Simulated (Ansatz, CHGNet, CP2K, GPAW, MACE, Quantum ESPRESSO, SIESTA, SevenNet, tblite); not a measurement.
# LaAg(100)/Pb(100) interface (59 atoms) in SIESTA

Wanted: SIESTA inputs and outputs for LaAg(100)/Pb(100) interface (59 atoms), checked against a plane-wave reference.

Program: SIESTA 5.4.2. Level of theory: the method is named at each step. Results are calculated unless marked as measured.

## Step 1: The starting structure

The cell holds 59 atoms: 16 La, 16 Ag and 27 Pb. Its edges and angles: a = 10.568 Å, b = 10.568 Å, c = 25.354 Å, α = 90.0°, β = 90.0°, γ = 90.0°. CsCl-type LaAg(100), 2 repeat layers, 8 surface cells, strained -0.63 and -0.63 %; fcc Pb(100), 3 layers, 9 cells, +0.64 and +0.64 %; outer planes 2.76 Å apart, 12 Å of vacuum above; not relaxed, displaced by a Gaussian of 0.02 Å. Then every atom was moved at random, 0.02 Å r.m.s. a Cartesian component. Regions: LaAg, 32 atoms (16 La and 16 Ag); Pb, 27 atoms (27 Pb). Vacuum lies along c.

The yardstick, on the same geometry:

```
method                 : Kohn-Sham DFT, PBE, PAW, plane waves (Ansatz 0.2.0); cutoff 420 eV, Γ point, fermi-dirac smearing of 0.05 eV; PAW set soft_2
r.m.s. force component : 0.2566 eV/Å
longest force          : 0.8593 eV/Å
SCF cycles             : 15
time                   : 88 s on 4 threads of Arm Neoverse V1, shared host
CPU time               : 5.7 min
```

## Step 2: PBE, DZP, shift 0.01 Ry, mesh 300 Ry

Method: Kohn-Sham DFT, PBE, PseudoDojo 0.4.1 norm-conserving pseudopotentials (converted to PSML), numerical atomic orbitals (DZP), diagonalisation.

The .psml files are PseudoDojo norm-conserving potentials that we converted to this format, checked against plane waves on the same files for H, C, O, Si, Ge and Ca alone.

input.fdf

```
SystemLabel cell
NumberOfAtoms 59
NumberOfSpecies 3
%block ChemicalSpeciesLabel
  1 57 La
  2 47 Ag
  3 82 Pb
%endblock ChemicalSpeciesLabel
LatticeConstant 1.0 Ang
%block LatticeVectors
  10.56770 0.00000 0.00000
  0.00000 10.56770 0.00000
  0.00000 0.00000 25.35352
%endblock LatticeVectors
PAO.BasisSize DZP
PAO.EnergyShift 0.01 Ry
XC.Functional GGA
XC.Authors PBE
MeshCutoff 300 Ry
%block kgrid_Monkhorst_Pack
  1 0 0 0.0
  0 1 0 0.0
  0 0 1 0.0
%endblock kgrid_Monkhorst_Pack
SolutionMethod diagon
OccupationFunction FD
ElectronicTemperature 580 K
SCF.Mixer.Method Pulay
SCF.Mixer.Weight 0.05
SCF.Mixer.History 8
SCF.Mix Hamiltonian
MaxSCFIterations 300
SCF.DM.Tolerance 1e-04
SCF.H.Tolerance 1.0e-3 eV
WriteForces T
Write.HirshfeldPop T
Write.VoronoiPop T
Write.DM F
Write.H F
XML.Write F
AtomicCoordinatesFormat Fractional
%block AtomicCoordinatesAndAtomicSpecies
  0.74788 0.75331 0.23622 1
  0.74595 0.49859 0.31063 2
  0.74912 0.74805 0.38621 1
  0.75401 0.49828 0.46221 2
  0.24799 0.74987 0.23710 1
  0.25295 0.50057 0.31140 2
  0.25244 0.75080 0.38589 1
  0.25040 0.50265 0.46210 2
  0.50110 0.49880 0.23607 1
  0.50107 0.25167 0.31449 2
  0.49971 0.50163 0.38420 1
  0.49848 0.25098 0.46259 2
  0.74662 0.25001 0.23573 1
  0.75179 0.00398 0.30823 2
  0.74677 0.24575 0.38660 1
  0.74874 0.99937 0.45918 2
  0.99482 0.50045 0.23752 1
  0.00201 0.24849 0.31095 2
  0.00111 0.49608 0.38594 1
  0.99963 0.24828 0.46063 2
  0.24873 0.25766 0.23721 1
  0.25192 0.99786 0.30781 2
  0.25299 0.24755 0.38754 1
  0.24981 0.99630 0.46101 2
  0.49818 0.99814 0.23898 1
  0.49906 0.74832 0.31073 2
  0.49793 0.00201 0.38597 1
  0.50173 0.74682 0.46118 2
  0.99852 0.00135 0.23750 1
  0.99763 0.74765 0.31307 2
  0.99682 0.99864 0.38681 1
  0.00111 0.74834 0.45887 2
  0.13527 0.79001 0.56988 3
  0.30112 0.95724 0.66499 3
  0.12904 0.78880 0.76432 3
  0.13067 0.12295 0.56980 3
  0.29539 0.28462 0.66468 3
  0.13156 0.12247 0.76339 3
  0.13018 0.45482 0.56891 3
  0.30027 0.62331 0.66609 3
  0.13138 0.45706 0.76436 3
  0.46317 0.79030 0.56859 3
  0.63129 0.95795 0.66756 3
  0.46369 0.78524 0.76373 3
  0.46437 0.12589 0.56747 3
  0.63001 0.29120 0.66523 3
  0.46310 0.12385 0.76273 3
  0.46278 0.45532 0.57004 3
  0.63205 0.62474 0.66562 3
  0.46631 0.45863 0.76328 3
  0.79824 0.79027 0.56871 3
  0.96254 0.95780 0.66617 3
  0.79749 0.78776 0.76270 3
  0.79507 0.12277 0.56947 3
  0.96314 0.29004 0.66839 3
  0.79881 0.12243 0.76434 3
  0.79750 0.45640 0.56740 3
  0.96070 0.62139 0.66586 3
  0.79676 0.46240 0.76509 3
%endblock AtomicCoordinatesAndAtomicSpecies
```

Command:

```
> OMP_NUM_THREADS=1 mpirun -np 2 siesta < input.fdf > output.txt
```

The log of the run:

```text
Version         : 5.4.2
reinit: System Name:
reinit: System Label: cell
initatom: Reading input for the pseudopotentials and atomic orbitals ----------
Species number:   1 Atomic number:   57 Label: La
Species number:   2 Atomic number:   47 Label: Ag
Species number:   3 Atomic number:   82 Label: Pb
Ground state valence configuration (from tables):   6s02  6p00  5d01  4f00
Ground state valence configuration (from tables):   5s01  5p00  4d10  4f00
Ground state valence configuration (from tables):   6s02  6p02  6d00  5f00
---- Processing specs for species: La
GGA--PBE XC_GGA_X_PBE--XC_GGA_C_PBE pb
Semicore shell(s) with  8 electrons included in the valence for La
---- Processing specs for species: Ag
GGA--PBE XC_GGA_X_PBE--XC_GGA_C_PBE pb
Semicore shell(s) with  8 electrons included in the valence for Ag
---- Processing specs for species: Pb
GGA--PBE XC_GGA_X_PBE--XC_GGA_C_PBE pb
Semicore shell(s) with 10 electrons included in the valence for Pb
Semicore shell(s): 5s 5p
Fallback to non-perturbative polarization scheme for La
Please see the manual if this is not desired in principle
Semicore shell(s): 4s 4p
Fallback to non-perturbative polarization scheme for Ag
Please see the manual if this is not desired in principle
Semicore shell(s): 5d
Fallback to non-perturbative polarization scheme for Pb
Please see the manual if this is not desired in principle
Ag pseudopotential only contains V_ls up to l=2 -- lmxkb reset.
Pb pseudopotential only contains V_ls up to l=2 -- lmxkb reset.
Using PAO.SplitTailNorm
%block ChemicalSpeciesLabel
    1   57 La                      # Species index, atomic number, species label
    2   47 Ag                      # Species index, atomic number, species label
    3   82 Pb                      # Species index, atomic number, species label
%endblock ChemicalSpeciesLabel
%block PAO.Basis                 # Define Basis set
La                    5                    # Species label, number of l-shells
 n=5   0   1                         # n, l, Nzeta
   3.782
   1.000
 n=6   0   2                         # n, l, Nzeta
   8.773      6.742
   1.000      1.000
 n=5   1   1                         # n, l, Nzeta
   4.413
[...]
7.224      5.248
[...]
Ag                    5                    # Species label, number of l-shells
[...]
Pb                    4                    # Species label, number of l-shells
[...]
7.641      5.652
   1.000      1.000
 n=5   2   1                         # n, l, Nzeta
[...]
n=6   2   1                         # n, l, Nzeta
   7.641
   1.000
%endblock PAO.Basis
coor:   Atomic-coordinates input format  =     Fractional
siesta: System type = slab
initatomlists: Number of atoms, orbitals, and projectors:     59  1094  1286
siesta: ******************** Simulation parameters ****************************
Total number of electrons:   858.000000
Total ionic charge:   858.000000
 Kpoints in:            1 . Kpoints trimmed:            1
siesta: k-grid: Number of k-points = 1
siesta: k-points from Monkhorst-Pack grid
siesta: k-cutoff (effective) =     5.284 Ang
siesta: k-point supercell and displacements
siesta: k-grid:     1     0     0      0.000
siesta: k-grid:     0     1     0      0.000
siesta: k-grid:     0     0     1      0.000
                     ====================================
                        Single-point calculation
                     ====================================
outcell: Unit cell vectors (Ang):
       10.567700    0.000000    0.000000
        0.000000   10.567700    0.000000
        0.000000    0.000000   25.353520
outcell: Cell vector modules (Ang)   :   10.567700   10.567700   25.353520
outcell: Cell angles (23,13,12) (deg):     90.0000     90.0000     90.0000
outcell: Cell volume (Ang**3)        :   2831.3869
Gamma-point calculation with interaction between periodic images
Gamma-point calculation with interaction between periodic images
Some features might not work optimally:
Some features might not work optimally:
e.g. DM initialization from atomic data
e.g. DM initialization from atomic data
new_DM -- step:     1
Initializing Density Matrix...
Attempting to read DM from file... Failed...
DM filled with atomic data:
InitMesh: MESH = 120 x 120 x 270 = 3888000
InitMesh: Mesh cutoff (required, used) =   300.000   313.439 Ry
stepf: Fermi-Dirac step function
        iscf     Eharris(eV)        E_KS(eV)     FreeEng(eV)     dDmax    Ef(eV) dHmax(eV)
   scf:    1  -131411.899505  -133452.359949  -133452.783191  1.561837 -2.812587 76.237180
   scf:    2  -124925.025662  -131630.587488  -131631.166993  0.737771 -3.612822109.967951
   scf:    3  -133756.249007  -134205.150798  -134205.815648  0.396044 -3.224495 22.546395
   scf:    4  -134287.450434  -134311.339286  -134312.270108  0.144048 -3.155947 11.808889
[...]
scf:   27  -134414.766289  -134414.766239  -134415.784042  0.000060 -3.244234  0.001182
   scf:   28  -134414.766347  -134414.766293  -134415.784043  0.000089 -3.244299  0.000395
SCF Convergence by DM+H criterion
max |DM_out - DM_in|         :     0.0000890521
max |H_out - H_in|      (eV) :     0.0003949311
SCF cycle converged after 28 iterations
Using DM_out to compute the final energy and forces
siesta: E_KS(eV) =          -134414.7663
siesta: E_KS - E_eggbox =   -134414.7663
siesta: Atomic forces (eV/Ang):
     1    0.094023   -0.053823   -0.520660
     2    0.023751   -0.009207    0.035889
     3    0.008127    0.110786    0.717557
[...]
58    0.138198    0.149526    0.204583
    59   -0.161004    0.075502   -0.656921
----------------------------------------
   Tot   -0.021439   -0.013259    0.012578
----------------------------------------
   Max    0.877132
   Res    0.284031    sqrt( Sum f_i^2 / 3N )
----------------------------------------
   Max    0.877132    constrained
Stress tensor Voigt[x,y,z,yz,xz,xy] (kbar):       -6.95       -7.03       12.20        0.04        0.22        0.21
(Free)E + p*V (eV/cell)  -134414.7369
Target enthalpy (eV/cell)  -134415.7840
siesta: Program's energy decomposition (eV):
siesta: Ebs     =    -19683.504675
siesta: Eions   =    164829.334567
siesta: Ena     =     15463.740747
siesta: Ekin    =     51761.212110
siesta: Enl     =     -9600.035201
siesta: DEna    =      1107.943152
siesta: DUscf   =        37.633953
siesta: Ex      =    -26564.115310
siesta: Ec      =     -1791.811176
siesta: Exc     =    -28355.926486
siesta: Eharris =   -134414.766347
siesta: Etot    =   -134414.766293
siesta: FreeEng =   -134415.784043
siesta: Final energy (eV):
siesta:  Band Struct. =  -19683.504675
siesta:       Kinetic =   51761.212110
siesta:       Hartree =  232450.082079
siesta:         Exch. =  -26564.115310
siesta:         Corr. =   -1791.811176
siesta:   Exch.-corr. =  -28355.926486
siesta:  Ion-electron = -516919.555177
siesta:       Ion-ion =  126649.421181
siesta:         Total = -134414.766293
siesta:         Fermi =      -3.244299
siesta: Stress tensor (static) (eV/Ang**3):
siesta:    -0.004335    0.000129    0.000135
siesta:     0.000129   -0.004386    0.000027
siesta:     0.000135    0.000027    0.007612
siesta: Cell volume =       2831.386882 Ang**3
siesta: Pressure (static):
siesta:                Solid            Molecule  Units
siesta:           0.00000403          0.00002585  Ry/Bohr**3
siesta:           0.00036984          0.00237378  eV/Ang**3
siesta:           0.59254124          3.80321603  kBar
    Orbital volume contribution        =          68.443076 eV
    (Free)E + p_basis*V_orbitals       =     -134347.340968 eV
    (Free)Eharris+ p_basis*V_orbitals  =     -134347.341021 eV
siesta: Electric dipole (a.u.)  =    0.000000   -0.000000   -5.532224
siesta: Electric dipole (Debye) =    0.000000   -0.000000  -14.061511
Hirshfeld Atomic Populations:
Atom #   charge [q] valence [e]  Species
     1    -0.091123   11.091123  La
     2     0.239551   18.760449  Ag
     3    -0.261256   11.261256  La
     4     0.176945   18.823055  Ag
     5    -0.094045   11.094045  La
     6     0.237985   18.762015  Ag
[...]
33    -0.024274   14.024274  Pb
    34    -0.041563   14.041563  Pb
    35     0.012607   13.987393  Pb
[...]
--------------------
 Total    -0.000047
Voronoi Atomic Populations:
Atom #   charge [q] valence [e]  Species
[...]
29     0.018535   10.981465  La
    30     0.028657   18.971343  Ag
    31    -0.021314   11.021314  La
    32     0.015930   18.984070  Ag
[...]
58    -0.049388   14.049388  Pb
    59     0.011559   13.988441  Pb
--------------------
 Total    -0.000046
```

Elapsed: 5 min, on 2 MPI ranks of Arm Neoverse V1, shared host; peak memory 2 GiB; 10 min of CPU time.

Banners, paths, timers and routine set-up lines are dropped from the logs unmarked, and long logs keep their key lines alone; longer cuts are marked.

Against the reference:

```
r.m.s. force component                  : 0.284 eV/Å
r.m.s. difference of force components   : 90.87 meV/Å
longest difference of force vectors     : 298.1 meV/Å
force difference over r.m.s. force      : 35.41 %
slope of forces against the reference's : 1.05
correlation of force components         : 0.9485
```

This run lies far from the reference in forces at the same functional.

Length of the force difference by element (eV/Å):

| element | atoms | mean | most |
| --- | --- | --- | --- |
| Ag | 16 | 0.12 | 0.20 |
| La | 16 | 0.21 | 0.30 |
| Pb | 27 | 0.10 | 0.22 |

A closer look about La11, which bears the longest force: 14 atoms, nearest first, numbered in the order of the input, with positions taken from that point.

| atom | x | y | z | distance (Å) | bonds | Hirshfeld charge (e) | Fx | Fy | Fz (eV/Å) |
| --- | --- | --- | --- | --- | --- | --- | --- | --- | --- |
| La11 | 0.00 | 0.00 | 0.00 | 0.00 | 13 | -0.27 | 0.03 | -0.05 | 0.88 |
| Ag10 | 0.01 | -2.64 | -1.77 | 3.18 | 13 | 0.24 | 0.01 | 0.05 | -0.25 |
| Ag6 | -2.61 | -0.01 | -1.85 | 3.19 | 13 | 0.24 | -0.03 | 0.06 | -0.01 |
| Ag2 | 2.60 | -0.03 | -1.87 | 3.20 | 13 | 0.24 | 0.02 | -0.01 | 0.04 |
| Ag26 | -0.01 | 2.61 | -1.86 | 3.20 | 13 | 0.24 | -0.07 | -0.05 | -0.06 |
| Ag28 | 0.02 | 2.59 | 1.95 | 3.24 | 12 | 0.18 | 0.06 | -0.08 | -0.13 |
| Ag8 | -2.63 | 0.01 | 1.98 | 3.29 | 12 | 0.18 | 0.04 | 0.09 | 0.28 |
| Ag12 | -0.01 | -2.65 | 1.99 | 3.31 | 12 | 0.18 | 0.11 | 0.09 | 0.25 |
| Ag4 | 2.69 | -0.04 | 1.98 | 3.34 | 12 | 0.18 | -0.18 | 0.15 | -0.42 |
| La3 | 2.64 | 2.60 | 0.05 | 3.71 | 13 | -0.26 | 0.01 | 0.11 | 0.72 |
| La7 | -2.61 | 2.63 | 0.04 | 3.71 | 13 | -0.26 | -0.09 | 0.05 | 0.72 |
| La23 | -2.61 | -2.69 | 0.08 | 3.74 | 13 | -0.25 | -0.20 | 0.01 | 0.81 |
| La9 | 0.01 | -0.03 | -3.76 | 3.76 | 9 | -0.10 | -0.01 | 0.06 | -0.55 |
| La15 | 2.61 | -2.70 | 0.06 | 3.76 | 13 | -0.26 | 0.17 | 0.11 | 0.74 |

Forces lie 35 % from the reference's, at 1.8 times its CPU time (on 2 against 4 cores).

## Step 3: PBE, SZP, shift 0.01 Ry, mesh 300 Ry

Method: Kohn-Sham DFT, PBE, PseudoDojo 0.4.1 norm-conserving pseudopotentials (converted to PSML), numerical atomic orbitals (SZP), diagonalisation.

input.fdf, as its differences from that of step 2:

```diff
@@ -14,3 +14,3 @@
 %endblock LatticeVectors
-PAO.BasisSize DZP
+PAO.BasisSize SZP
 PAO.EnergyShift 0.01 Ry
```

Command:

```
> OMP_NUM_THREADS=1 siesta < input.fdf > output.txt
```

The log of the run:

```text
Version         : 5.4.2
reinit: System Name:
reinit: System Label: cell
initatom: Reading input for the pseudopotentials and atomic orbitals ----------
Species number:   1 Atomic number:   57 Label: La
Species number:   2 Atomic number:   47 Label: Ag
Species number:   3 Atomic number:   82 Label: Pb
Ground state valence configuration (from tables):   6s02  6p00  5d01  4f00
[... lines left out ...]
SCF Convergence by DM+H criterion
[... lines left out ...]
SCF cycle converged after 27 iterations
[... lines left out ...]
   Max    0.942251
[... lines left out ...]
   Max    0.942251    constrained
Stress tensor Voigt[x,y,z,yz,xz,xy] (kbar):       -9.48       -9.46       12.41        0.03        0.23        0.19
[... lines left out ...]
siesta: FreeEng =   -134407.822273
[... lines left out ...]
siesta:         Fermi =      -3.214899
[... lines left out ...]
siesta:           2.17500399          5.19428853  kBar
[... lines left out ...]
siesta: Electric dipole (a.u.)  =    0.000000   -0.000000   -5.543764
siesta: Electric dipole (Debye) =    0.000000   -0.000000  -14.090842
Hirshfeld Atomic Populations:
Atom #   charge [q] valence [e]  Species
     1    -0.089750   11.089750  La
     2     0.237013   18.762987  Ag
     3    -0.256217   11.256217  La
     4     0.172205   18.827795  Ag
     5    -0.092745   11.092745  La
     6     0.235713   18.764287  Ag
[...]
33    -0.022330   14.022330  Pb
    34    -0.040061   14.040061  Pb
    35     0.011492   13.988508  Pb
[...]
--------------------
 Total    -0.000040
Voronoi Atomic Populations:
Atom #   charge [q] valence [e]  Species
[...]
29     0.013038   10.986962  La
    30     0.039669   18.960331  Ag
    31    -0.030084   11.030084  La
    32     0.015753   18.984247  Ag
[...]
58    -0.047920   14.047920  Pb
    59     0.011835   13.988165  Pb
--------------------
 Total    -0.000040
```

Wall time 7 min (1 thread); peak memory 1.5 GiB.

Numbers from this run, and their distance from the reference:

| Quantity | Value |
| --- | --- |
| r.m.s. force component | 0.2924 eV/Å |
| r.m.s. difference of force components | 99.23 meV/Å |
| longest difference of force vectors | 307.3 meV/Å |
| force difference over r.m.s. force | 38.67 % |
| slope of forces against the reference's | 1.074 |
| correlation of force components | 0.9429 |

This is a coarse setting, run to see what it loses.

Against the first run (35 %), the force difference from the reference is 39 %, at 0.70 times the CPU time (on 1 against 2 cores), with 794 basis functions against 1094.

(Continued in part 2 of 2.)

[Also dropped from logs without a mark: logging warnings of Python, and SIESTA's first energy breakdown and zero terms.]

[Logs are printed without paths, hosts, clocks, repeated set-up lines and the standing remarks that a program may print on its own settings, such as how far it seeks lower states.]

[Hosts, paths, dates, database ids (printed as entryN), source tags and the programs' standing remarks are cut or masked in the printed files.]
